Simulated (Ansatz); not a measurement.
# SiO2: short molecular dynamics of a 24-atom cell, part 2 of 2

How do the atoms of SiO2 (P4_2/mnm) move when started on their sites? Runs: PBE, 30 steps of 1.5 fs under a Nosé-Hoover thermostat at 1300 K; r2SCAN, 20 steps of 2 fs at constant energy, with velocities drawn for 1300 K. The cell is a 1×2×2 supercell of the structure relaxed with r2SCAN.

Ansatz 0.2.0, plane waves. Earlier steps stand in the parts before.

### Step 7. Positions and forces

Positions (Å) and forces (eV/Å):

```xyz
24
Lattice="4.185 0.000 0.000 0.000 8.370 0.000 0.000 0.000 5.338" Properties=species:S:1:pos:R:3:forces:R:3 pbc="T T T" time_fs=10.0 T=353 dE=2.8627
Si   -0.038   -0.014   -0.116    0.754    0.776    2.405
Si    2.107    2.104    1.317   -0.087   -0.245    0.386
O     1.376    1.357   -0.016   -2.613   -2.485    0.480
O     0.789    3.268    1.282   -0.069    1.290    2.681
O     2.976    2.926   -0.033   -0.919    0.494    0.838
O     3.368    0.955    1.306    1.662   -3.230    0.398
Si   -0.020   -0.017    2.589    0.381    2.076    1.215
Si    2.106    2.078    4.042   -0.048    1.262   -1.705
O     1.198    1.265    2.760    1.790    0.730   -1.469
O     0.813    3.406    3.985   -0.295   -0.886    0.385
O     2.818    2.928    2.642    1.249    0.635    0.732
O     3.397    0.884    4.040   -0.185   -0.960   -1.608
Si    0.106    4.145    0.098   -3.367    0.674   -4.329
Si    2.073    6.259    1.356   -0.092    0.206   -0.444
O     1.215    5.383   -0.070    2.497    3.110    2.768
O     0.907    7.681    1.316   -1.394   -1.576   -0.922
O     2.930    7.093    0.023   -1.380    0.039    0.093
O     3.349    5.059    1.308    1.474   -1.656    1.936
Si   -0.048    4.139    2.689   -0.320    0.766    1.374
Si    2.134    6.243    4.015   -0.795   -0.324    0.348
O     1.311    5.348    2.717    0.259    2.179   -1.938
O     0.722    7.487    3.951    1.317    0.249    0.585
O     2.889    7.176    2.703   -1.015   -1.679   -1.085
O     3.335    5.052    4.152    1.196   -1.446   -3.125
24
Lattice="4.185 0.000 0.000 0.000 8.370 0.000 0.000 0.000 5.338" Properties=species:S:1:pos:R:3:forces:R:3 pbc="T T T" time_fs=20.0 T=581 dE=2.1564
Si   -0.050   -0.008   -0.154    1.401   -0.552    2.653
Si    2.118    2.104    1.313   -0.587   -0.572    0.581
O     1.342    1.310   -0.013   -0.282   -0.187   -0.400
O     0.761    3.238    1.361    0.190    1.554    0.186
O     2.988    2.966   -0.021   -2.132   -0.976    0.533
O     3.439    0.934    1.295   -0.886   -0.927   -0.177
Si   -0.027    0.023    2.549    1.110   -0.236    1.539
Si    2.115    2.099    4.031   -0.722    0.132   -0.773
O     1.216    1.288    2.768    1.925    0.303   -1.614
O     0.802    3.392    3.992    0.228   -0.479    1.095
O     2.800    2.980    2.655    0.922   -0.664    0.764
O     3.408    0.906    3.992   -0.470   -0.757   -0.937
Si    0.114    4.130    0.073   -1.911    1.386   -0.632
Si    2.053    6.248    1.364    0.637    1.001    0.061
O     1.273    5.451    0.007    0.324   -0.161    1.055
O     0.921    7.715    1.254   -2.001   -1.820    0.404
O     2.887    7.100    0.046    0.019    0.178   -0.914
O     3.402    5.034    1.379    0.759   -0.878    0.257
Si   -0.102    4.121    2.745    1.032    1.687   -1.034
Si    2.150    6.204    4.035   -1.121    1.349   -0.712
O     1.352    5.344    2.670   -0.546    1.243    0.171
O     0.699    7.436    3.930    0.493    1.299    0.345
O     2.826    7.175    2.680    0.414   -0.894   -0.440
O     3.366    5.028    4.133    1.206   -1.029   -2.010
24
Lattice="4.185 0.000 0.000 0.000 8.370 0.000 0.000 0.000 5.338" Properties=species:S:1:pos:R:3:forces:R:3 pbc="T T T" time_fs=30.0 T=577 dE=2.1832
Si   -0.020   -0.015   -0.110    0.316   -0.114    0.315
Si    2.108    2.090    1.328   -0.830    0.212    0.064
O     1.285    1.245   -0.029    1.255    1.127   -0.536
O     0.750    3.290    1.453    0.926   -0.064   -2.163
O     2.889    2.959    0.021   -0.396   -0.524   -0.153
O     3.463    0.856    1.276   -2.202    1.291   -0.243
Si    0.002    0.058    2.560    0.771   -1.474    1.199
Si    2.102    2.126    3.995   -0.456   -0.799    0.832
O     1.335    1.322    2.683   -0.696   -1.501   -0.612
O     0.801    3.351    4.056    0.113    0.283    0.064
O     2.834    2.995    2.710    0.169   -1.169   -0.211
O     3.397    0.881    3.895    0.270   -0.558    1.202
Si    0.056    4.155    0.027   -0.077    0.013    3.296
Si    2.056    6.272    1.377    1.317    1.524    0.590
O     1.351    5.510    0.126   -1.797   -3.193   -3.478
O     0.826    7.642    1.218   -0.420   -1.324    1.951
O     2.845    7.117    0.017    1.250    0.059   -1.038
O     3.490    4.968    1.456   -1.938    1.884   -3.020
Si   -0.116    4.147    2.766    3.646   -1.140   -3.157
Si    2.129    6.207    4.031   -0.719    1.759   -1.046
O     1.361    5.411    2.636   -0.932   -0.605    2.527
O     0.710    7.455    3.930    0.192    1.033    0.052
O     2.789    7.124    2.634    1.926    0.766    0.883
O     3.450    4.962    4.014   -1.689    2.514    2.684
24
Lattice="4.185 0.000 0.000 0.000 8.370 0.000 0.000 0.000 5.338" Properties=species:S:1:pos:R:3:forces:R:3 pbc="T T T" time_fs=40.0 T=826 dE=1.4256
Si    0.021   -0.024   -0.052   -1.176    0.873   -1.114
Si    2.077    2.083    1.338    0.798    0.776   -1.650
O     1.288    1.233   -0.070   -0.074   -0.345    0.727
O     0.785    3.344    1.434    0.221   -0.792   -1.075
O     2.771    2.924    0.055    2.404    0.923   -0.671
O     3.378    0.836    1.248    0.829   -0.096    0.690
Si    0.052    0.051    2.609   -1.187   -0.343   -0.233
Si    2.075    2.127    3.984    0.386   -0.831    1.198
O     1.412    1.271    2.576   -2.980   -1.783    2.093
O     0.801    3.325    4.119   -0.841    0.404   -1.719
O     2.884    2.952    2.749    0.141    0.117   -1.432
O     3.397    0.827    3.863    0.107    0.607    1.967
Si   -0.008    4.185    0.070    0.624   -0.130   -0.524
Si    2.093    6.334    1.395   -0.499   -1.591   -2.152
O     1.346    5.418    0.082    0.057    0.492   -0.936
O     0.707    7.496    1.284    1.377    0.327    0.636
O     2.862    7.134   -0.062   -0.120   -0.290    0.972
O     3.476    4.995    1.386   -1.877    1.221   -0.284
Si   -0.024    4.152    2.702    0.851    0.353    1.236
Si    2.086    6.263    4.000    0.264   -0.034    0.852
O     1.321    5.452    2.723   -0.173   -0.633   -0.629
O     0.739    7.531    3.935    1.175   -0.348    0.368
O     2.854    7.111    2.634    0.668    0.703    0.754
O     3.457    5.010    4.014   -0.974    0.419    0.927
```

### Step 8. Outcome

What follows sums up all 2 parts.

| quantity | value |
| --- | --- |
| run 1: length | 30 steps of 1.5 fs |
| run 1: temperature, first and last step | 1300 and 716 K |
| run 1: temperature, second half | mean 662 K, from 581 to 728 K |
| run 1: potential energy, second half | +84 meV/atom from this run's first step |
| run 1: largest change of the conserved energy | 0.93 meV/atom |
| run 1: mean square displacement, second half | Si 0.013, O 0.012 Å² |
| run 2: length | 20 steps of 2 fs |
| run 2: temperature, first and last step | 1300 and 826 K |
| run 2: temperature, second half | mean 669 K, from 577 to 826 K |
| run 2: potential energy, second half | +79 meV/atom from this run's first step |
| run 2: largest change of the total energy | 1.96 meV/atom |
| run 2: mean square displacement, second half | O 0.014, Si 0.008 Å² |

What this shows: Run 1: Against a set 1300 K the second half averages 662 K, going from 581 to 716 K over that half; 84 meV/atom has gone into potential energy, and a thermostat that acts over some 100 fs has not made it up in 45 fs. The conserved energy strays from its start by at most 0.93 meV/atom, 1.1 % of the mean kinetic energy, so a step of 1.5 fs is short enough over this time. No atom gets farther than 0.31 Å from its start, with the drift of the whole removed, against a typical distance of 1.8 Å between sites at the start. Run 2: The temperature starts at 1300 K and averages 669 K in the second half, where it still rises, from 581 to 826 K; a mean near half the start is what vibrations about a minimum give, since they share energy equally between motion and strain. The total energy strays from its start by at most 1.96 meV/atom, 2.4 % of the mean kinetic energy, fair for a step of 2 fs. No atom gets farther than 0.21 Å from its start, with the drift of the whole removed, against a typical distance of 1.8 Å between sites at the start. Averages from a run of 45 fs with 24 atoms are rough.
